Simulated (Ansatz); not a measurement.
CsH (zincblende), relaxed with r2SCAN in Ansatz 0.2.0: the symmetry is F-43m (No. 216, cubic); conventional cell a = 6.990 Å, 42.70 Å³ an atom. Cs is surrounded by 4 H at 3.03 Å; H is surrounded by 4 Cs at 3.03 Å. The cell was then strained (x, y and z are the cube axes), with the atoms relaxed again; stress is positive in compression. These are computed values for a spin-unpolarised cell that may be hypothetical; none is a measurement.

- Uniaxial -1.61 % along x, other directions held: r2SCAN's stress changes by +0.11 GPa along the strain and +0.11 GPa across it.
- Isotropic -2.0 % on every length: the pressure changes by +0.44 GPa, and the HSE06 gap (W → X) goes from 3.781 to 3.748 eV.
- Epitaxial strain of -0.5 % in the (001) plane: the free normal strain is +1.15 % and the in-plane stress changes by -0.01 GPa.
- Uniaxial strain of +1.22 % along [111], atoms relaxed: the xy stress changes by -0.024 GPa.

**Estimate C₁₁, C₁₂ and the bulk modulus from the uniaxial step.** With compression positive, C₁₁ ≈ −Δσ∥/ε = (-0.11)/(-0.0161) = 7 GPa and C₁₂ ≈ (-0.11)/(-0.0161) = 7 GPa; B = (C₁₁ + 2C₁₂)/3 = 7 GPa. A one-sided step carries third-order terms: it reads high by some per cent.

**What bulk modulus does the isotropic step give?** Δ ln V = 3 ln(0.9800) = -0.0606, so B ≈ −ΔP/Δ ln V = 7 GPa, against 7 GPa from C₁₁ and C₁₂; one-sided steps of finite size carry third-order terms.

**Give the volume deformation potential of that gap and its pressure coefficient.** a_V = ΔE_g/Δ ln V = (-0.033)/(-0.0606) = +0.54 eV; dE_g/dP = −a_V/B = -75 meV/GPa, with HSE06's gap and r2SCAN's modulus.

**What do the film's normal strain and stress say about the elastic constants?** ε⊥/ε∥ = (+0.0115)/(-0.0050) = -2.30, which linear elasticity sets to −2C₁₂/C₁₁ = -2.00 from the uniaxial step. The biaxial modulus is M = −Δσ/ε∥ = -2 GPa (C₁₁ + C₁₂ − 2C₁₂²/C₁₁ = 0 GPa).

**How much elastic energy does the film store, with 42.70 Å³ an atom?** u = M ε∥² = −Δσ ε∥ = +0.01 × (-0.0050) = -0.0001 GPa, and 1 GPa Å³ is 6.2415 meV: -0.01 meV an atom. The total energies of the two runs differ by 0.00 meV an atom.

**Estimate C₄₄.** A strain ε along [111] has ε_xy = ε/3 = +0.00407, an engineering shear of 2ε/3, so C₄₄ ≈ −Δσ_xy/(2ε/3) = 3 GPa, atoms relaxed.

The runs are scalar-relativistic, without spin-orbit coupling.

Where an edge lies off the special points, it is a point of the mesh or the k point where a search put PBE's edge or least direct gap, reused for the other functionals, whose own edges may lie a little apart.

The meshes of the hybrids are coarse, so their gaps aren't converged to the digits shown.
